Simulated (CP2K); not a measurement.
# Ta: equation of state with PBE

Ta:

```
CELL_PARAMETERS angstrom
2.90037 0.00000 0.00000
-1.45019 2.51180 0.00000
0.00000 0.00000 5.16627
ATOMIC_POSITIONS crystal
Ta 0.33333 0.66667 0.25000
Ta 0.66667 0.33333 0.75000
```

This isn't the form of Ta at room conditions, which is bcc.

```yaml
Program: CP2K 2026.2
Task: equation of state
Functional: PBE
Potentials_or_basis: POTENTIAL_UZH Ta GTH-PBE-q13; TZVP-MOLOPT-PBE-GTH basis
Density_cutoff: 6123 eV
k_mesh: 11 × 11 × 5
Occupations: fermi-dirac, width 0.05 eV
Spin: no spin polarisation
SCF_solver: diagonalisation with k points
Quickstep_method: GPW
EPS_DEFAULT: 1.0E-10
EPS_SCF: 1.0E-6
MAX_SCF: 100
SCF_GUESS: ATOMIC
k_points_reduced_by_the_point_group: yes
Mesh_centred_on_Gamma: yes
CHOLESKY: OFF
EPS_EIGVAL: 1.0E-7
MIXING_METHOD: BROYDEN_MIXING
MIXING_ALPHA: 0.4
NBUFFER: 8
NGRIDS: 5
Basis_sets: Ta TZVP-MOLOPT-PBE-GTH-q13
Potentials: Ta GTH-PBE-q13 of POTENTIAL_UZH
ADDED_MOS: "[16]"
REL_CUTOFF_Ry: 60 Ry
MIXING_BETA_1/bohr: 1.5 1/bohr
CUTOFF_of_the_grids: 450 Ry
```

- Equilibrium volume: 18.62 Å³/atom
- Bulk modulus at fixed shape and positions: 191 GPa
- Pressure derivative of the bulk modulus: 3.9

Energy against volume, from the lowest point:
```tsv
volume (Å³/atom)	energy (meV/atom)
17.689	29.23
18.066	9.37
18.442	0.00
18.819	0.14
19.195	8.89
19.571	25.45
19.948	49.08
```

All runs of the series together: 9.1 min on 1 thread of Arm Neoverse V2 (shared host).

Caveat: the cell was scaled at fixed shape and fractional positions, which overstates the stiffness of a crystal with free parameters, most of all of layers and chains; the basis of atomic orbitals isn't converged, which shifts pressures, moduli and gaps. The run has no spin-orbit coupling, so splittings on Ta are missing.
